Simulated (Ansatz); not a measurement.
ZnO (zincite) in Ansatz: the effect of target pressure

ZnO (zincite):

```
Zn O
1.0
     3.24931    0.00000    0.00000
    -1.62465    2.81398    0.00000
     0.00000    0.00000    5.20571
Zn O
2 2
Direct
  0.66667 0.33333 0.00000
  0.33333 0.66667 0.50000
  0.33333 0.66667 0.87901
  0.66667 0.33333 0.37901
```

Alike in all runs:

* Program: Ansatz 0.2.0
* Task: relaxation of cell and atoms
* Functional: PBEsol
* Potentials or basis: all-electron LAPW, scalar-relativistic
* Basis error allowed: 0.002 eV/atom
* k mesh: 9 × 9 × 5
* Occupations: fermi-dirac, width 0.05 eV
* Spin: no spin polarisation

Each run relaxes the cell or the atoms first.

```tsv
target pressure	relaxed volume (Å³/atom)	gap on the mesh (eV)
0 GPa	11.77	0.72
5 GPa	11.40	0.77
10 GPa	?	?
20 GPa	10.57	0.87
30 GPa	10.15	0.93
```

Q: What does the run with target pressure 10 GPa give?

A: Relaxed volume 11.08 Å³/atom; gap on the mesh 0.81 eV.

Worked out: In Murnaghan's law V^(-B') rises as a straight line in P. The other rows fit best with B' = 4.0, V0 = 11.77 Å³/atom and B0 = 149 GPa, which gives 11.09 Å³/atom at 10 GPa, against the run's 11.08. A straight line through the other rows of the gap on the mesh, of slope 0.00688 eV per GPa, gives 0.80 eV, against the run's 0.81.

Caveats: an odd mesh through Γ misses points on the zone boundary, where band edges often lie.
